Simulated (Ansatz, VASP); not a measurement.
**W: VASP beside Ansatz**

File INCAR:

```
PREC = Accurate
ENCUT = 520
EDIFF = 1E-6
ISMEAR = 0
SIGMA = 0.017
LREAL = F
LASPH = T
NELM = 100
ALGO = Normal
ISIF = 2
LWAVE = F
LCHARG = T
GGA = PE
LELF = T
LVHAR = T
NBANDS = 13
```

KPOINTS

```
regular mesh
0
Gamma
  12 12 12
```

File POSCAR:

```
W
1.0
   -1.5823450000      1.5823450000      1.5823450000
    1.5823450000     -1.5823450000      1.5823450000
    1.5823450000      1.5823450000     -1.5823450000
W
1
Direct
    0.0000000000      0.0000000000      0.0000000000
```

The input input.yaml:

```yaml
crystal:
  lattice:
    - [-1.582345, 1.582345, 1.582345]
    - [1.582345, -1.582345, 1.582345]
    - [1.582345, 1.582345, -1.582345]
  atoms:
    - { symbol: W, position: [0.0, 0.0, 0.0] }
kpoints:
  mp_grid: { grid: [12, 12, 12] }
scf:
  occupations: { method: gaussian, width: 0.017 }
hamiltonian:
  xc: pbe
  pseudopotentials: { kind: all_electron, lapw: { basis_error: 0.001 } }
output:
  forces: true
  stress: true
  eigenvalues: true
```

Alike in both runs: task single point; functional PBE; k mesh 12 × 12 × 12; occupations gaussian, width 0.017 eV; no spin polarisation.

|  | VASP | Ansatz |
| --- | --- | --- |
| version | VASP 6.6.1 | Ansatz 0.2.0 |
| potentials or method | VASP PAW PBE potentials, release 64 (W_sv) | all-electron LAPW, scalar-relativistic |
| plane-wave cutoff (eV) | 520 | see its input |

```tsv
	VASP	Ansatz	Ansatz less VASP
gap on the k mesh at the Fermi level (eV)	none	none	-
pressure (GPa)	6.7	6.1	-0.56
```

A gap of «none» marks a metal or a gap that the smearing closes. Ansatz ran all-electron here, so the differences hold the error of VASP's frozen core and of both bases.

The runs have no spin-orbit coupling, so splittings on W are missing.
